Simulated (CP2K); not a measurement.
The system is FePt (Tetraferroplatinum).

```
Pt Fe
1.0
     2.72350    0.00000    0.00000
     0.00000    2.72350    0.00000
     0.00000    0.00000    3.72000
Pt Fe
1 1
Direct
  0.50000 0.50000 0.50000
  0.00000 0.00000 0.00000
```

Base run:

- Program: CP2K 2026.2
- Functional: rev-vdW-DF2
- Potentials or basis: GTH_POTENTIALS Pt GTH-PBE-q18; POTENTIAL_UZH Fe GTH-PBE-q16; TZVP-MOLOPT-SR-GTH, TZVP-MOLOPT-PBE-GTH basis
- Density cutoff: 9524 eV
- k mesh: 10 × 10 × 7
- Occupations: fermi-dirac, width 0.05 eV
- Spin: collinear spin, ferromagnetic start
- Starting moments: [0.0, 3.0] μB

Its results: band gap on the k mesh none (metal or under the smearing width); pressure 0.5 GPa; net moment 3.33 μB per cell; site moments Pt +0.22; Fe +3.11 μB.

Problem. After a change of settings the same cell gave: band gap on the k mesh none (metal or under the smearing width); pressure -0.6 GPa; net moment 3.58 μB per cell; site moments Pt +0.18; Fe +3.40 μB. Which change was it?
A. functional from rev-vdW-DF2 to vdW-DF2
B. functional from rev-vdW-DF2 to PW91
C. functional from rev-vdW-DF2 to MS2
D. functional from rev-vdW-DF2 to PBE

Solution. C.

Caveats: the potentials were made for another functional, which shifts forces and pressure; the basis of atomic orbitals isn't converged, which shifts pressures, moduli and gaps.

Not every run made on this cell is shown here.
